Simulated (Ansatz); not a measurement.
In PbSe (rock salt type) the Pb atom of the primitive cell, with all its periodic images, is moved by 0.02 Å along x.

```yaml
crystal:
  lattice:
    - [0.00000, 3.10500, 3.10500]
    - [3.10500, 0.00000, 3.10500]
    - [3.10500, 3.10500, 0.00000]
  atoms:
    - { symbol: Pb, position: [0.99678, 0.00322, 0.00322] }
    - { symbol: Se, position: [0.50000, 0.50000, 0.50000] }
```
Lattice in Å, positions in fractions of it.

All numbers below come from PBE, plane waves, all-electron PAW datasets generated for the crystal, point nucleus in Ansatz 0.2.0 development build.

Cutoff 240 eV; k-mesh 8×8×8 Γ-centred; Fermi–Dirac smearing of 0.1 eV; no spin polarisation; no spin–orbit coupling.

Task: What force results, and what does it mean for the zone-centre vibration?

Result: The force on it along the displacement is -0.0041 eV/Å, a force constant of 0.21 eV/Å². The energy is nearly flat along this displacement on this mesh.

```json
{"atom": "Pb1", "Fx (eV/Å)": "-0.0041", "Fy (eV/Å)": "0.0000", "Fz (eV/Å)": "0.0000"}
{"atom": "Se2", "Fx (eV/Å)": "0.0041", "Fy (eV/Å)": "0.0000", "Fz (eV/Å)": "0.0000"}
```

The k-mesh is modest, so these values aren't fully converged in k. Spin–orbit coupling is left out, which matters for 6p elements such as Tl, Pb and Bi.
